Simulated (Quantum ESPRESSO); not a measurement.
# ZrN under changes of volume

One of the cells (12.167 Å³/atom); the others are scaled copies at fixed shape and fractional positions:

```xyz
2
Lattice="0.0000 2.3000 2.3000 2.3000 0.0000 2.3000 2.3000 2.3000 0.0000" Properties=species:S:1:pos:R:3 pbc="T T T"
Zr    2.3000    2.3000    2.3000
N     0.0000    0.0000    0.0000
```

```yaml
Program: Quantum ESPRESSO 7.5
Functional: PBE
Potentials_or_basis: SSSP 1.3 efficiency PBE
Cutoff: 816 eV
Density_cutoff: 6531 eV
k_mesh: 10 × 10 × 10
Occupations: fermi-dirac, width 0.05 eV
Spin: no spin polarisation
```

| volume (Å³/atom) | energy over the lowest point (meV/atom) | pressure (GPa) |
| --- | --- | --- |
| 11.437 | 31.93 | 15.9 |
| 11.680 | 12.41 | 9.5 |
| 11.924 | 2.10 | 3.8 |
| 12.167 | 0.00 | -1.4 |
| 12.410 | 5.35 | -6.0 |
| 12.654 | ? | ? |
| 12.897 | 35.34 | -13.9 |

What does the run at 12.654 Å³/atom give?

Energy over the lowest point 17.35 meV/atom; pressure -10.1 GPa.

Worked out: A Birch-Murnaghan fit of order 3 (a polynomial in V^(-2/3)) to the other rows has its minimum at 12.11 Å³/atom with B0 = V·E''(V) = 249 GPa and B' = 4.4. It gives 17.38 meV/atom at 12.654 Å³/atom, against the run's 17.35, and -dE/dV = -9.9 GPa, against -10.1.

Energies are extrapolated to zero smearing.
